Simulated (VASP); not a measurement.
# CO in VASP: relaxation of the atoms with PBE+D3(BJ)

Aim: the relaxation of the atoms of CO with PBE+D3(BJ).

Everything below comes from runs of VASP 6.6.1. Logs are shortened: lines on timing, memory, paths and dates and some standing lists are left out, and cuts for length are marked.

## Step 1: The crystal as given

The cell holds a molecule_in_box, 2 atoms: a = 14.000 Å, b = 14.500 Å, c = 15.000 Å, α = 90.00°, β = 90.00°, γ = 90.00°.

## Step 2: Relaxation of the atoms, PBE+D3(BJ)

Input file INCAR:

```
SYSTEM = CO
ALGO = Normal
EDIFF = 1E-6
EDIFFG = -0.01
ENCUT = 450
GGA = PE
IBRION = 2
ISIF = 2
ISMEAR = 0
ISYM = 0
IVDW = 12
LASPH = .True.
LCHARG = .False.
LREAL = .False.
LWAVE = .False.
NELM = 200
NSW = 80
PREC = Accurate
SIGMA = 0.005
```

Input file KPOINTS:

```
k-points
0
Gamma
  1 1 1
  0 0 0
```

Input file POSCAR:

```
CO
1.0
   14.0000000000      0.0000000000      0.0000000000
    0.0000000000     14.5000000000      0.0000000000
    0.0000000000      0.0000000000     15.0000000000
C O
1 1
Direct
    0.5019266500      0.4989812700      0.4628489100
    0.4980733500      0.5010187300      0.5371510900
```

Potentials or basis: VASP PAW PBE potentials, release 64 (C, O).

Launch:

```console
$ cat potpaw_PBE.64/C/POTCAR potpaw_PBE.64/O/POTCAR > POTCAR
$ mpirun -np 2 vasp_gam > vasp.out
```

OUTCAR:

```text
SYSTEM = CO
   EDIFF = 1E-6
   EDIFFG = -0.01
   ENCUT = 450
   GGA = PE
   IBRION = 2
   ISIF = 2
   ISMEAR = 0
   ISYM = 0
   IVDW = 12
   LASPH = .True.
   LREAL = .False.
   NELM = 200
   NSW = 80
   PREC = Accurate
 IVDW          = 12

 ion  position               nearest neighbor table
   1  0.502  0.499  0.463-   2 1.12
   2  0.498  0.501  0.537-   1 1.12

IMPORTANT INFORMATION: All symmetrisations will be switched off!
NOSYMM: (Re-)initialisation of all symmetry stuff for point group C_1.

----------------------------------------------------------------------------------------

                                     Primitive cell

  volume of cell :    3045.0000

  direct lattice vectors                    reciprocal lattice vectors
    14.000000000  0.000000000  0.000000000     0.071428571  0.000000000  0.000000000
     0.000000000 14.500000000  0.000000000     0.000000000  0.068965517  0.000000000
     0.000000000  0.000000000 15.000000000     0.000000000  0.000000000  0.066666667

  length of vectors
    14.000000000 14.500000000 15.000000000     0.071428571  0.068965517  0.066666667

  position of ions in fractional coordinates (direct lattice)
     0.501926650  0.498981270  0.462848910
     0.498073350  0.501018730  0.537151090

  ion indices of the primitive-cell ions
   primitive index   ion index
                 1           1
                 2           2

----------------------------------------------------------------------------------------

 KPOINTS: k-points

Automatic generation of k-mesh.
 Grid dimensions read from file:
 generate k-points for:    1    1    1

 Generating k-lattice:

  Cartesian coordinates                     Fractional coordinates (reciprocal lattice)
     0.071428571  0.000000000  0.000000000     1.000000000  0.000000000  0.000000000
     0.000000000  0.068965517  0.000000000     0.000000000  1.000000000  0.000000000
     0.000000000  0.000000000  0.066666667     0.000000000  0.000000000  1.000000000

  Length of vectors
     0.071428571  0.068965517  0.066666667

  Shift w.r.t. Gamma in fractional coordinates (k-lattice)
     0.000000000  0.000000000  0.000000000

 Subroutine IBZKPT returns following result:
 ===========================================

 Found      1 irreducible k-points:

 Following reciprocal coordinates:
            Coordinates               Weight
  0.000000  0.000000  0.000000      1.000000
   k-points           NKPTS =      1   k-points in BZ     NKDIM =      1   number of bands    NBANDS=     10
   number of dos      NEDOS =    301   number of ions     NIONS =      2
   total plane-waves  NPLWV = ******
   dimension x,y,z NGX =    98 NGY =  100 NGZ =  108
   dimension x,y,z NGXF=   196 NGYF=  200 NGZF=  216
   ions per type =               1   1
   NGX,Y,Z   is equivalent  to a cutoff of  11.64, 11.47, 11.97 a.u.
   NGXF,Y,Z  is equivalent  to a cutoff of  23.27, 22.93, 23.94 a.u.
 SYSTEM =  CO
   PREC   = accura    normal or accurate (medium, high low for compatibility)
   ISTART =      0    job   : 0-new  1-cont  2-samecut
   ICHARG =      2    charge: 1-file 2-atom 10-const
   ISPIN  =      1    spin polarized calculation?
   LNONCOLLINEAR =      F non collinear calculations
   LSORBIT =      F    spin-orbit coupling
   LASPH  =      T    aspherical Exc in radial PAW
   ENCUT  =  450.0 eV  33.07 Ry    5.75 a.u.  24.22 25.08 25.95*2*pi/ulx,y,z
   NELM   =    200;   NELMIN=  2; NELMDL= -5     # of ELM steps
   EDIFF  = 0.1E-05   stopping-criterion for ELM
   LREAL  =      F    real-space projection
   EDIFFG = -.1E-01   stopping-criterion for IOM
   NSW    =     80    number of steps for IOM
   IBRION =      2    ionic relax: 0-MD 1-quasi-New 2-CG
   NFREE  =      1    steps in history (QN), initial steepest desc. (CG)
   ISIF   =      2    stress and relaxation
   ISYM   =      0    0-nonsym 1-usesym 2-fastsym
   POTIM  = 0.5000    time-step for ionic-motion
   TEBEG  =    0.0;   TEEND  =   0.0 temperature during run
   PSTRESS=    0.0 pullay stress
   NELECT =      10.0000    total number of electrons
   NUPDOWN=      -1.0000    fix difference up-down
   EMIN   =  10.00;   EMAX   =-10.00  energy-range for DOS
   EFERMI =   0.00;   METHOD = LEGACY
   ISMEAR =     0;   SIGMA  =   0.01  broadening in eV -4-tet -1-fermi 0-gaus
   EFERMI_NEDOS =   21; number of points for ismear=-14 and -15
   IALGO  =     38    algorithm
   IMIX   =      4    mixing-type and parameters
     AMIX     =   0.40;   BMIX     =  1.00
     AMIX_MAG =   1.60;   BMIX_MAG =  1.00
  volume/ion in A,a.u.               =    1522.50     10274.34
  Fermi-wavevector in a.u.,A,eV,Ry     =   0.243339  0.459845  0.805656  0.059214
  Thomas-Fermi vector in A             =   1.051865
   LORBIT       =      0    0 simple, 1 ext, 2 COOP (PROOUT), +10 PAW based schemes
   GGA     = PE    functional components
   LHFCALC =     F    Hartree Fock is set to
   AEXX    =    0.0000 exact exchange contribution
   IVDW    =    12    specifies the selected vdW correction
   LEPSILON=     F    determine dielectric tensor
   LRPA    =     F    only Hartree local field effects (RPA)
 conjugate gradient relaxation of ions
 non-spin polarized calculation
 Gauss-broadening in eV      SIGMA  =   0.01
  energy-cutoff  :      450.00
  volume of cell :     3045.00
 maximum number of plane-waves:     33027
 NGX is ok and might be reduce to    98
   NGX = 49   NGY = 51   NGZ = 51

--------------------------------------- Ionic step        1  -------------------------------------------

 number of electron      10.0000002 magnetization

 Free energy of the ion-electron system (eV)
  ---------------------------------------------------
  ext. energy  EPLUGINS =         0.00000000
  ---------------------------------------------------
  free energy    TOTEN  =       -14.75015734 eV

  energy without entropy =      -14.75015734  energy(sigma->0) =      -14.75015734

------------------------ aborting loop because EDIFF is reached ----------------------------------------

 Edisp (eV)   -0.01121

 E8    (eV) :    -0.0034
[... 105 lines left out ...]
  FREE ENERGIE OF THE ION-ELECTRON SYSTEM (eV)
  ---------------------------------------------------
  free  energy   TOTEN  =       -14.7087625054 eV

  energy  without entropy=      -14.7087625054  energy(sigma->0) =      -14.70876251

[... ionic steps 4 to 10 ...]

--------------------------------------- Ionic step       11  -------------------------------------------

 number of electron       9.9999998 magnetization

------------------------ aborting loop because EDIFF is reached ----------------------------------------
[... 75 lines left out ...]
--------------------------------------- Ionic step       13  -------------------------------------------

 number of electron       9.9999998 magnetization

 Free energy of the ion-electron system (eV)
  ---------------------------------------------------
  ext. energy  EPLUGINS =         0.00000000
  ---------------------------------------------------
  free energy    TOTEN  =       -14.79501618 eV

  energy without entropy =      -14.79501618  energy(sigma->0) =      -14.79501618

 E-fermi :  -8.9649     XC(G=0):  -0.2247

 val. band max:       -9.0322928017   @ k =   0.0000   0.0000   0.0000
 cond. band min:      -2.1175916536   @ k =   0.0000   0.0000   0.0000
 fundamental gap:      6.9147011480
 Fermi energy:        -8.9648680052

 k-point     1 :       0.0000    0.0000    0.0000
  band No.  band energies     occupation
      1     -29.2216      2.00000
      2     -14.0221      2.00000
      3     -11.7077      2.00000
      4     -11.7076      2.00000
      5      -9.0323      2.00000
      6      -2.1176      0.00000
      7      -2.1175      0.00000
      8      -0.1403      0.00000
      9       0.4328      0.00000
     10       0.5422      0.00000
[... 31 lines left out ...]
  FREE ENERGIE OF THE ION-ELECTRON SYSTEM (eV)
  ---------------------------------------------------
  free  energy   TOTEN  =       -14.8062245382 eV

  energy  without entropy=      -14.8062245382  energy(sigma->0) =      -14.80622454

 reached required accuracy - stopping structural energy minimisation
```

OSZICAR:

```text
N       E                     dE             d eps       ncg     rms          rms(c)
DAV:   1     0.890400492023E+02    0.89040E+02   -0.20450E+03    36   0.425E+02
DAV:   2     0.116208284728E+02   -0.77419E+02   -0.77275E+02    36   0.917E+01
DAV:   3    -0.118611686837E+02   -0.23482E+02   -0.23479E+02    22   0.685E+01
[... 112 lines left out ...]
DAV:   1    -0.147950159245E+02   -0.20276E-06   -0.66802E-07    24   0.787E-03    0.410E-04
DAV:   2    -0.147950159155E+02    0.89956E-08   -0.39280E-09    24   0.105E-03
  12 F= -.14806224E+02 E0= -.14806224E+02  d E =-.628772E-06
       N       E                     dE             d eps       ncg     rms          rms(c)
DAV:   1    -0.147950162117E+02   -0.28719E-06   -0.27048E-06    24   0.157E-02    0.821E-04
DAV:   2    -0.147950161788E+02    0.32920E-07   -0.48624E-08    24   0.211E-03
  13 F= -.14806225E+02 E0= -.14806225E+02  d E =-.890266E-06
```

It took 7.2 min on 2 MPI ranks of Intel Xeon Platinum 8259CL at 2.50GHz (Skylake/Cascade Lake), shared host; peak memory 1.1 GiB.

Results:

| Property | Result |
| --- | --- |
| Free energy | -14.8062 eV |
| Energy gained by relaxing | 22.4 meV/atom |
| Ionic steps | 13 |
| Largest force after relaxing | 0.007 eV/Å |
| Gap between the frontier levels | 6.91 eV |
| Dispersion energy per atom | -0.006 eV |

Forces in eV/Å, atoms in the order of the input:
```
C    0.000 -0.001 -0.007
O    0.000  0.001  0.007
```

The path:
```csv
step,energy change (eV),largest force (eV/Å),pressure (GPa)
1,0.0000,3.4114,0.06
2,2.6388,12.4635,-0.33
3,0.0526,4.2469,-0.10
4,-0.0438,0.4860,-0.02
5,-0.0448,0.0433,-0.01
6,-0.0448,0.0160,-0.01
7,-0.0449,0.0158,-0.01
8,-0.0449,0.0140,-0.01
9,-0.0449,0.0137,-0.01
10,-0.0449,0.0132,-0.01
11,-0.0449,0.0123,-0.01
12,-0.0449,0.0106,-0.01
13,-0.0449,0.0070,-0.01
```

Final structure:
```
C O
1.0
    14.00000    0.00000    0.00000
     0.00000   14.50000    0.00000
     0.00000    0.00000   15.00000
C O
1 1
Cartesian
  7.0276 7.2348 6.9292
  6.9724 7.2652 8.0708
```

Caveat: the cutoff is under 1.25 times the usual one of these potentials, so pressure, stress and relaxed cells hold a basis-set (Pulay) error; the standard files for N, O and F lose accuracy on very short bonds.
